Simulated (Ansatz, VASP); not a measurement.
## SiGe3: VASP beside Ansatz

Contents of POSCAR:

```
SiGe3
1.0
    4.0528818138      0.0000000000      0.0000000000
    0.0000000000      4.0528818138      0.0000000000
    0.0000000000      0.0000000000      4.0528818138
Si Ge
1 3
Direct
    0.0000000000      0.0000000000      0.0000000000
    0.0000000000      0.5000000000      0.5000000000
    0.5000000000      0.0000000000      0.5000000000
    0.5000000000      0.5000000000      0.0000000000
```

INCAR.step1

```
ALGO = Normal
EDIFF = 1E-4
ENCUT = 520
GGA = PE
ISMEAR = 0
LASPH = T
LCHARG = F
LREAL = F
LWAVE = T
NBANDS = 31
NELM = 100
PREC = Accurate
SIGMA = 0.1
```

INCAR.step2

```
ALGO = Normal
EDIFF = 1E-7
ENCUT = 520
ISIF = 2
ISMEAR = 0
ISTART = 1
LASPH = T
LCHARG = F
LMIXTAU = T
LREAL = F
LWAVE = F
METAGGA = R2SCAN
NBANDS = 31
NELM = 100
PREC = Accurate
SIGMA = 0.1
```

File KPOINTS:

```
k-points
0
Gamma
  4 4 4
```

Input for Ansatz:

```yaml
crystal:
  lattice:
    - [4.0528818138, 0.0, 0.0]
    - [0.0, 4.0528818138, 0.0]
    - [0.0, 0.0, 4.0528818138]
  atoms:
    - { symbol: Si, position: [0.0, 0.0, 0.0] }
    - { symbol: Ge, position: [0.0, 0.5, 0.5] }
    - { symbol: Ge, position: [0.5, 0.0, 0.5] }
    - { symbol: Ge, position: [0.5, 0.5, 0.0] }
basis:
  ecutwfc: 500
kpoints:
  mp_grid: { grid: [4, 4, 4] }
hamiltonian:
  xc: r2scan
scf:
  occupations: { method: gaussian, width: 0.1 }
  lower_state_search: "off"
output:
  forces: true
  stress: true
  eigenvalues: true
```

Alike in both runs: task single point; functional r2SCAN; k mesh 4 × 4 × 4; occupations gaussian, width 0.1 eV; no spin polarisation.

```csv
,VASP,Ansatz
version,VASP 6.6.1,Ansatz 0.2.0
potentials or method,"VASP PAW PBE potentials, release 64 (Si, Ge_d)","scalar-relativistic, plane waves, PAW"
plane-wave cutoff (eV),520,500
valence electrons in the cell,46,46
```

|  | VASP | Ansatz | Ansatz less VASP |
| --- | --- | --- | --- |
| gap on the k mesh at the Fermi level (eV) | none | none | - |
| pressure (GPa) | 9.7 | 9.8 | +0.17 |

A gap of «none» marks a metal or a gap that the smearing closes.

Caveats: the k mesh is coarse (spacing up to 0.39 Å⁻¹), so the values aren't converged; the PAW data sets were made with another functional, which shifts forces and pressure a little (VASP).
